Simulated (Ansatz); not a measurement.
Density of states of IrO$_{2}$

```cif
data_structure
_symmetry_space_group_name_H-M 'P4_2/mnm'
_symmetry_Int_Tables_number 136
_cell_length_a 4.4990
_cell_length_b 4.4990
_cell_length_c 3.1460
_cell_angle_alpha 90.000
_cell_angle_beta 90.000
_cell_angle_gamma 90.000
_cell_volume 63.68
loop_
_atom_site_label
_atom_site_type_symbol
_atom_site_symmetry_multiplicity
_atom_site_Wyckoff_symbol
_atom_site_fract_x
_atom_site_fract_y
_atom_site_fract_z
_atom_site_occupancy
Ir1 Ir 2 a 0.00000 0.00000 0.00000 1
O1 O 4 f 0.31100 0.31100 0.00000 1
```

The runs use the primitive cell with vectors (4.499, 0.000, 0.000), (0.000, 4.499, 0.000), (0.000, 0.000, 3.146) Å, to which the k mesh refers.

The geometry is COD entry 1538153, unchecked; take it as a test cell. It is an old determination, and later ones may differ.

No spin–orbit coupling, which matters for the heavy atoms here.

These are results of DFT, PBEsol, all-electron LAPW, scalar-relativistic (Ansatz 0.2.0), not measurements.

Numerical set-up: a Γ-centred 8×8×11 k mesh, Fermi–Dirac smearing of 0.05 eV, basis error target 0.5 meV/atom, no spin polarisation.

States per eV and cell, averaged over 0.6 eV, from -9.4 to 6.0 eV, with energies (bin centres) from the Fermi level; empty bins are left out. The partial columns, the largest 5 alone, are projections on Löwdin-orthogonalised atomic shells (those that the program's projection atoms carry: the occupied ones and, for some elements, an empty d or f shell; other empty shells have no column), summed over atoms of an element. Weights on diffuse s and p shells depend on that basis and aren't pure angular character.

| E (eV) | total | O 2p | Ir 5d | O 2s | Ir 6s | Ir 5p |
| --- | --- | --- | --- | --- | --- | --- |
| -9.2 | 1.65 | 1.00 | 0.53 | 0.02 | 0.08 | 0.00 |
| -8.6 | 4.10 | 2.55 | 1.24 | 0.04 | 0.24 | 0.01 |
| -8.0 | 6.72 | 4.06 | 2.49 | 0.03 | 0.10 | 0.02 |
| -7.4 | 2.19 | 1.45 | 0.60 | 0.04 | 0.08 | 0.01 |
| -6.8 | 2.99 | 2.05 | 0.75 | 0.06 | 0.09 | 0.01 |
| -6.2 | 2.96 | 2.07 | 0.74 | 0.06 | 0.05 | 0.01 |
| -5.6 | 5.17 | 3.80 | 1.15 | 0.09 | 0.05 | 0.03 |
| -5.0 | 4.84 | 3.52 | 1.20 | 0.04 | 0.03 | 0.02 |
| -4.4 | 3.64 | 2.78 | 0.78 | 0.02 | 0.02 | 0.01 |
| -3.8 | 3.18 | 2.58 | 0.54 | 0.02 | 0.01 | 0.01 |
| -3.2 | 1.59 | 1.37 | 0.20 | 0.01 | 0.00 | 0.00 |
| -2.6 | 1.27 | 0.39 | 0.86 | 0.00 | 0.01 | 0.00 |
| -2.0 | 5.89 | 1.03 | 4.70 | 0.04 | 0.07 | 0.00 |
| -1.4 | 5.55 | 1.39 | 4.01 | 0.02 | 0.08 | 0.01 |
| -0.8 | 1.86 | 0.68 | 1.14 | 0.01 | 0.01 | 0.00 |
| -0.2 | 2.93 | 1.22 | 1.65 | 0.01 | 0.02 | 0.00 |
| 0.4 | 2.55 | 1.10 | 1.40 | 0.01 | 0.01 | 0.00 |
| 1.0 | 0.48 | 0.11 | 0.30 | 0.05 | 0.00 | 0.00 |
| 1.6 | 1.63 | 0.25 | 1.07 | 0.25 | 0.02 | 0.00 |
| 2.2 | 2.24 | 0.55 | 1.35 | 0.27 | 0.03 | 0.00 |
| 2.8 | 1.97 | 0.59 | 1.09 | 0.19 | 0.06 | 0.00 |
| 3.4 | 2.59 | 0.99 | 1.37 | 0.12 | 0.03 | 0.00 |
| 4.0 | 3.26 | 1.42 | 1.66 | 0.07 | 0.03 | 0.00 |
| 4.6 | 1.37 | 0.58 | 0.65 | 0.05 | 0.07 | 0.00 |
| 5.2 | 0.12 | 0.04 | 0.04 | 0.01 | 0.03 | 0.00 |
| 5.8 | 0.32 | 0.07 | 0.05 | 0.05 | 0.14 | 0.00 |

Which of the resolved shells contributes most within 0.3 eV of the Fermi level?

Ir 5d, with 56 % of all states there; O 2p follows with 42 %.

Where is the centre of the filled Ir 5d states between -14 eV and the top of the filled states?

-3.89 eV from the Fermi level.
